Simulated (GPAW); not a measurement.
Ag in GPAW: the effect of strain hydrostatic

Crystal: Ag.

```xyz
1
Lattice="0.0000 1.9610 1.9610 1.9610 0.0000 1.9610 1.9610 1.9610 0.0000" Properties=species:S:1:pos:R:3 pbc="T T T"
Ag    0.0000    0.0000    0.0000
```

Alike in all runs:

* Program: GPAW 26.7.0
* Task: single point
* Functional: PBEsol
* Potentials or basis: PAW data sets generated in the run's folder for this functional
* Cutoff: 600 eV
* Basis: pw
* k mesh: 11 × 11 × 11
* Occupations: fermi-dirac, width 0.05 eV
* Spin: no spin polarisation
* Maxiter: 150

Problem. One run gave: pressure -7.9 GPa. Which strain hydrostatic did it use?
A. 0.02
B. -0.04
C. -0.01
D. -0.02
E. 0.01

Solution. A.

```csv
strain hydrostatic,pressure (GPa)
-0.04,15.4
-0.02,4.6
-0.01,0.5
0,-2.9
0.01,-5.7
0.02,-7.9
0.04,-11.2
```

Caveats: the density grid can change from cell to cell, which puts small steps into energies and stress.

Runs at the PBE level aren't shown here.
